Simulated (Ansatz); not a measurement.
**Quadrupolar parameters in Cu2O at a changed volume**

The cell is an entry of the Crystallography Open Database (COD), relaxed with PBE at fixed cell and then changed (volume scaled by 0.98, ions relaxed).

```
Cu O
1.0
     4.23985    0.00000    0.00000
     0.00000    4.23985    0.00000
     0.00000    0.00000    4.23985
Cu O
4 2
Direct
  0.25000 0.25000 0.25000
  0.25000 0.75000 0.75000
  0.75000 0.75000 0.25000
  0.75000 0.25000 0.75000
  0.00000 0.00000 0.00000
  0.50000 0.50000 0.50000
```

Atom numbers follow the list; atoms alike are taken as one site, whose name carries the number of the first.

All values are calculated (Ansatz; DFT, PBE, plane waves and PAW, scalar-relativistic, 420 eV cutoff, Γ-centred 7×7×7 k-points, Fermi–Dirac smearing 0.02 eV), not measured.

V_zz is the principal component of the electric field gradient with the largest magnitude, η = (V_xx − V_yy)/V_zz and C_Q = eQV_zz/h.

⁶³Cu: I = 3/2, Q = -220.0 mb; ¹⁷O: I = 5/2, Q = -25.58 mb. Quadrupole moments are those of Pyykkö's year-2017 table.

(1) What field gradients does the calculation give at each kind of site?

Results:

(1) 

| site | atoms (order as listed) | first shell | V_xx, V_yy, V_zz (10²¹ V/m²) | η | C_Q (MHz) |
| --- | --- | --- | --- | --- | --- |
| Cu | 1, 2, 3, 4 | 2 O at 1.84 Å, angle 180° | 2.79, 2.79, -5.57 | 0.00 | 29.6 |
| O | 5, 6 | 4 Cu at 1.84 Å | 0.00, 0.00, 0.00 | – | 0 |

An axis of threefold or higher order runs through Cu, so V_zz lies along it and η is zero. O sits on a cubic site, where every gradient vanishes.

Semilocal functionals underestimate gradients at Cu(I) with two or three neighbours, in Cu₂O by a fifth to nearly a half. At this changed cell the PBE pressure is 5 GPa.
